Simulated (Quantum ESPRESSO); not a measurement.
## TiC: zone-centre phonons under several settings

```
Ti C
1.0
     0.00000    2.16572    2.16572
     2.16572    0.00000    2.16572
     2.16572    2.16572    0.00000
Ti C
1 1
Direct
  0.00000 0.00000 0.00000
  0.50000 0.50000 0.50000
```

The cell is a database's computed one.

All runs used Quantum ESPRESSO 7.5; potentials PseudoDojo 0.4.1 SR LDA standard; k mesh 9 × 9 × 9; no spin polarisation; cutoff 1143 eV; occupations cold, width 0.2 eV.

```tsv
level	geometry	volume (Å³/atom)	pressure (GPa)	lowest optical mode without the field (cm⁻¹)
LDA	relaxed at 0 GPa	9.68	0.0	563
LDA	relaxed at 10 GPa	9.37	10.0	594
LDA	relaxed at 25 GPa	8.97	25.0	635
LDA	relaxed at 50 GPa	?	50.0	?
LDA	relaxed at 80 GPa	7.98	79.9	744
```

**Question.** What stands in the row left open?

**Answer.** Volume 8.46 Å³/atom; lowest optical mode without the field 690 cm⁻¹.

Caveats: the mesh is thin for the phonons of a metal; the cell is more than 3 GPa from zero pressure, which shifts response properties (some runs); the volume moved by over 15 % at a fixed basis, so the end points are rough (some runs).

For the row left open. Caveat: the mesh is thin for the phonons of a metal; the volume moved by over 15 % at a fixed basis, so the end points are rough; the cell is more than 3 GPa from zero pressure, which shifts response properties.
